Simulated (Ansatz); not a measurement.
Convergence notes, G0W0 on BN (zincblende)

BN (zincblende), relaxed with r2SCAN; one-shot G0W0 in Ansatz without spin-orbit coupling. (Simulation; spin polarisation is off.)

```yaml
crystal:
  lattice:
    - [0.00000, 1.80483, 1.80483]
    - [1.80483, 0.00000, 1.80483]
    - [1.80483, 1.80483, 0.00000]
  atoms:
    - { symbol: B, position: [0.00000, 0.00000, 0.00000] }
    - { symbol: N, position: [0.25000, 0.25000, 0.25000] }
```

Gaps are read over the mesh points alone. G0W0 here is at a finite number of bands, screening cutoff and k mesh, not at the basis limit.
```csv
start,potentials,frequency model,mesh,empty bands,screening cutoff (eV),Kohn-Sham gap (eV),G0W0 gap (eV)
PBE,PAW,contour deformation,8×8×8,26,100,4.48,5.81
PBE,PAW,contour deformation,8×8×8,64,180,4.48,6.08
PBE,PAW,contour deformation,8×8×8,125,260,4.48,6.19
HSE06,PAW,contour deformation,8×8×8,64,180,5.79,6.57
r2SCAN,PAW,contour deformation,8×8×8,64,180,5.00,6.28
PBE0,PAW,contour deformation,8×8×8,64,180,6.56,6.73
PBE,PAW,Godby-Needs pole,8×8×8,64,180,4.48,6.02
PBE,PAW,contour deformation,12×12×12,20,80,4.48,5.70
PBE,norm-conserving,contour deformation,8×8×8,64,180,4.47,6.10
```

Over the mesh points the PBE gap of 4.48 eV becomes a quasiparticle gap of 6.19 eV (Γ to X), a change of +1.71 eV. Renormalisation factors Z lie between 0.81 and 0.85.

Raising bands and cutoff together moves the gap by +0.27 eV (100 to 180 eV), then +0.11 eV (180 to 260 eV); the last step is still large, so the basis limit isn't reached. Starting from HSE06 (5.79 eV against PBE's 4.48 eV) gives 6.57 eV, +0.49 eV from G0W0@PBE at the same screening cutoff. Starting from r2SCAN (5.00 eV against PBE's 4.48 eV) gives 6.28 eV, +0.20 eV from G0W0@PBE at the same screening cutoff. Starting from PBE0 (6.56 eV against PBE's 4.48 eV) gives 6.73 eV, +0.65 eV from G0W0@PBE at the same screening cutoff. The Godby-Needs plasmon pole differs from contour deformation by -0.06 eV. Norm-conserving potentials (wave cutoff 1240 eV against 420 eV) shift the quasiparticle gap by +0.02 eV and the PBE gap by -0.01 eV. r2SCAN runs take a wave cutoff of 500 eV.
